## Pulling and squeezing a flat graphene sheet

**Question.** A graphene sheet is strained along one in-plane direction while its length across that direction is held fixed. The table gives the energy cost and the stress in the plane, with stress positive in compression. Direction x runs along a lattice vector and y runs along one of the C–C bonds. Answer parts (a) to (g).

Free-standing graphene, 2 atoms per cell (in-plane vectors 2.466 and 2.465 Å), strained along x or y at fixed width with atoms relaxed; energies count from the unstrained cell, and stress is positive in compression. Ansatz 0.2.0, plane-wave PAW, scalar-relativistic PBE+D3(BJ), no spin polarisation, cutoff 420 eV, Gamma-centred 21×21×1 k mesh, Gaussian smearing of 0.1 eV.

```csv
strain kind,strain (%),energy change (meV/cell),sheet stress xx (N/m),sheet stress yy (N/m)
along x,-2,24.2,7.57,1.59
along x,2,22.2,-6.70,-1.34
along x,5,132.5,-15.43,-2.82
along y,-2,24.1,1.63,7.54
along y,2,22.2,-1.31,-6.72
along y,5,133.4,-2.65,-15.57
```

**(a) Which costs more, squeezing by 2 % or stretching by 2 %, and why?**

Squeezing costs more in both directions: along x it takes 24.2 meV per cell against 22.2 meV for stretching. The stress per unit of strain shows the same thing more directly. Averaged over the two directions, it falls from about 378 N/m at −2 % to 336 N/m at +2 %, so the sheet softens as it is pulled.

The cause is the familiar shape of a bond's energy curve. Pushing atoms together meets a repulsion that rises ever more steeply, while pulling them apart weakens the bonding overlap that resists the pull. The curve is therefore steeper on the short side.

*Remark.* The calculation holds the sheet flat. A large free sheet would escape compression by rippling, so the −2 % rows describe the bonds of a flat sheet and not what such a sheet would do.

**(b) The stresses at 2 % differ by about 13 % between squeezing and stretching, the energies by only 9 %. Derive this, and estimate the energy from the stress.**

Let $e$ be the strain as a fraction, positive for stretching, and $t$ the tension along it, which is the tabulated stress with its sign reversed. The simplest law that allows softening is

$$t = C_{11}e + q e^2 .$$

Because the side length is fixed, the work per original area is the integral of $t$ over the strain:

$$\frac{E}{A} = \tfrac12 C_{11}e^2 + \tfrac13 q e^3 .$$

Relative to its leading term, the correction is $qe/C_{11}$ in the stress but only two thirds of that in the energy. Two thirds of 12.6 % is 8.4 %, close to the 8.8 % found. The energy lags because it adds up the whole path from zero strain, and the early part of that path is nearly harmonic.

For the estimate, the stresses at ±2 % give $C_{11}$ = 356.6 N/m. The leading term is then ½ × 356.6 × 0.02² = 0.0713 N/m. The cell area is 0.866 × 2.466 × 2.465 = 5.26 Å$^2$, and the product of the two is about 23.4 meV. This lies between the two tabulated costs, as it should, since the cubic term raises one and lowers the other.

*Remark.* The energies took no part in fixing $C_{11}$. Their agreement shows that stress and energy in this calculation are consistent with each other, which is less than showing that both are right.

**(c) Does the law found at 2 % still hold at 5 %?**

It holds fairly well, provided the softening is kept. Hooke's straight line would put the tension at 5 % about 15 % too high. The curved law, fitted only to the four rows at ±2 %, comes out about 2 % too low, as the output below the text shows. The softening is thus clear at 5 %. The small remaining miss should not be read as physics, because the k-mesh error described in (g) affects the fit at 2 % and the test at 5 % differently and could account for much of it.

**(d) Why does the sheet also pull inwards across the strain, and why only a fifth as hard?**

Stretching along one direction with the other held fixed does two things at once: it enlarges the area and it changes the shape. Let $B$ be the stiffness against a change of area and $G$ the stiffness against a change of shape. Resistance to the larger area pulls inwards in both directions. Resistance to the new shape pulls inwards along the strain but pushes outwards across it. The stiffness is therefore $B+G$ along the strain and $B-G$ across it.

At ±2 % the stress across is about 0.21 of the stress along, so $G$ must be about two thirds of $B$. Such a large $G$ says something about the bonding. Imagine the honeycomb held together only by springs between nearest neighbours. The cell can strain in three ways and its two atoms can shift against each other in two more, yet there are only three bond lengths to preserve. Two combinations of these motions leave every bond length unchanged to first order, and by symmetry they are the two changes of shape at fixed area. A network of springs would thus have $G=0$ and would pull equally hard in both directions.

The table rules that picture out. What the springs lack is resistance to bending the angles between bonds, and carbon's three in-plane σ bonds do prefer to stand 120° apart.

*Remark.* The argument carries over to other honeycomb sheets that are flat and stay flat: the softer the bond angles are compared with the bond lengths, the closer the stress across comes to the stress along.

**(e) What would change if the side edges were free, or if the sheet were stretched equally in both directions?**

With free edges the sheet would shrink sideways by about a fifth of the applied strain until the transverse stress vanished. In linear elasticity this saves only about 4 % of the energy. The stiffness drops from 357 N/m to a Young's modulus of about 342 N/m.

Equal stretching in both directions changes the area alone, but by twice as much. Its energy per area is $2Be^2$, against $\tfrac12(B+G)e^2$ for one direction, which makes it about 2.4 times as costly. At 2 % that is roughly 57 meV per cell. The factor exceeds 2 because each stretch has to work against the inward pull caused by the other.

*Remark.* These are linear estimates from the uniaxial rows. Softening would lower the cost of a real biaxial stretch somewhat.

**(f) The same calculations report a gap of about 0.21 eV at 2 % strain and 0.53 eV at 5 %. Could strain of this kind switch off a graphene transistor?**

No. These gaps are read at the corner point K of the Brillouin zone, where the bands of unstrained graphene touch. Strain makes the three bonds unequal, and this moves the touching point away from K without removing it. The two atoms of the cell remain equivalent, and that symmetry protects the crossing at such modest strains.

With a rough recalled slope of the bands, the shift at 2 % is about 0.02 Å$^{-1}$, while neighbouring k points lie 0.14 Å$^{-1}$ apart. The mesh simply steps over the crossing. The reported gap grows in proportion to the size of the strain, whether the sheet is squeezed or stretched. That is how a conical band looks from a fixed point as its tip moves away. A graphene channel strained by this much therefore still lacks an off-state. Spin-orbit coupling, which is left out here, would open only a gap far too small to change this.

*Remark.* The proportionality fits this reading but does not prove it. The case against a true gap rests on the symmetry of the lattice.

**(g) Which digits can be trusted?**

The moving crossing also touches the energies. In the unstrained reference it sits exactly on a k point, and in the strained cells it does not, so the sampling error changes with strain. The weight of K in the mesh times half the apparent gap sets a ceiling on it: about 1 meV at 2 % and 2.4 meV at 5 %. The actual error is expected to be smaller, because the smearing rounds the tip of the cone and the neighbouring k points compensate as the crossing moves towards them. The energies are thus good to a few per cent, and their last printed digit has no physical meaning. The consistency found in (b) is only a weak test for this error, because stress and energy share the same mesh.

In relative terms the stress across the strain suffers most. Only a change of shape moves the crossing away from K, so the mesh makes $G$ look slightly too small and $B-G$ too large. At 2 % strain the effect on the stress is of the order of 0.1 N/m, which is little beside the stress along the strain but not beside the stress across it. The ratio of 0.21 in (d) is therefore best read as "about a fifth".

The comparison in (a) is safer than the single values. The apparent gap is nearly the same for squeezing and stretching, so most of the sampling error should cancel in their difference.

The contrast between x and y needs more care. A hexagonal sheet has the same linear stiffness in every in-plane direction, but the softening term $q$ may differ between x and y, and the unrounded outputs show that it does already at 2 %. The energy along y less that along x is −0.09 meV at −2 % and +0.06 meV at +2 %, changing sign as a cubic term must. The tension along y is higher by 0.04 and 0.03 N/m, while the sum of the stresses along and across agrees between x and y to 0.002 N/m, as hexagonal symmetry requires at this order. At 5 % the y direction costs 0.9 meV more and its tension is 0.14 N/m higher. Scaling the differences at +2 % with $e^3$ and $e^2$ gives about 1.0 meV and 0.18 N/m, the same sign and a similar size. The apparent gaps at 5 % are nearly equal for x and y (0.529 and 0.528 eV), so the mesh error is expected to cancel in this contrast. The sheet thus softens slightly less when pulled along a bond, though the exact size would need a tighter self-consistency threshold. The program warns for every strained row that this threshold was loose for stresses.

*Remark.* A small difference earns trust when it has the sign pattern and the scaling with strain that symmetry predicts, and when the known errors are shared by the rows being compared.

The analysis program printed:

```
fit of tpar on 4 rows (small): coefficient of e 356.6 +/- 0.45, coefficient of e2 -1056 +/- 23; rms 0.0127, worst along y -0.015, leave-one-out rms 0.0255
  rows outside the fit (model, value, miss): along x 15.19, 15.43, -0.239; along y 15.19, 15.57, -0.379
Stress ratios and energies rebuilt from stress:
      row  stress per strain N/m  transverse over parallel  Hooke energy meV  curved-law energy meV  curved law less table meV  smearing shift meV  gap at K per percent eV
  along x                  378.5                      0.21             23.44                  24.36                     0.1645              0.1684                   0.1036
  along x                    335                       0.2             23.44                  22.51                     0.3133               0.175                   0.1073
  along x                  308.6                    0.1828             146.5                    132                    -0.4695              0.2556                   0.1058
  along y                    377                    0.2162             23.44                  24.36                     0.2645              0.1715                   0.1053
  along y                    336                    0.1949             23.44                  22.51                     0.3133              0.1736                   0.1065
  along y                  311.4                    0.1702             146.5                    132                      -1.37              0.2556                   0.1057
Stiffness C11 from the 2 % rows (N/m): 356.6
Stiffness C12 from the 2 % rows (N/m): 73.38
C12 over C11 (springs alone would give 1): 0.2057
Energy excess of 2 % compression over 2 % stretch (%): 8.784
Stress excess of 2 % compression over 2 % stretch (%): 12.59
Energy at 5 % over energy at 2 % stretch (Hooke gives 6.25): 5.989
Overshoot of the straight Hooke law for stress at 5 % (%): 15.04
Young modulus of the sheet with free side edges (N/m): 341.5
Poisson ratio: 0.2057
Energy saved by free side edges in linear elasticity (%): 4.233
Equal biaxial over uniaxial energy at the same strain: 2.411
Linear estimate of the energy at 2 % equal biaxial strain (meV/cell): 56.52
Energy along y less along x at 5 % (meV/cell): 0.9
Tension along y less along x at 5 % (N/m): 0.14
Rough shift of the Dirac crossing at 2 % strain (1/A): 0.01944
Step of the k mesh (1/A): 0.1402
Weight of the K corners times half gap at 2 % (meV/cell): 0.9698
Weight of the K corners times half gap at 5 % (meV/cell): 2.398
```
